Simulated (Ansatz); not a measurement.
Input of an Ansatz 0.2.0 run:

File input.yaml:

```yaml
crystal:
  lattice:
    - [0.0, 3.41, 3.2736]
    - [3.41, 0.0, 3.2736]
    - [3.41, 3.41, 0.0]
  atoms:
    - { symbol: Ba, position: [0.0, 0.0, 0.0] }
    - { symbol: Te, position: [0.5, 0.5, 0.5] }
hamiltonian:
  xc: pbe
  pseudopotentials: { kind: paw }
kpoints:
  mp_grid: { grid: [7, 7, 7] }
scf:
  occupations: { method: fermi_dirac, width: 0.05 }
output:
  forces: true
  stress: true
  eigenvalues: true
relax:
  f_tol: 0.01
  max_steps: 40
```

Potentials or basis: Ansatz PAW.

Launch:

```sh
$ ansatz run input.yaml --threads 2 --pin off --max-ram 5632MiB --backend cpu --events-out ev --progress --plain --runs-dir out
```

Estimate the band gap on the k mesh.

1.26 eV, indirect (least direct gap 1.58 eV).

Stress tensor (GPa, compression positive):
```
4.33 0.00 0.00
0.00 4.33 0.00
0.00 0.00 9.31
```

Caveat: the relaxation stopped at its first step, so nothing moved; odd divisions of the mesh miss points on the zone boundary, where band edges often lie, so the gap on the mesh can be too wide; spin-orbit coupling is left out, which moves the levels of the heavy elements; the thresholds are loose for stress. A k mesh can miss the band edges.
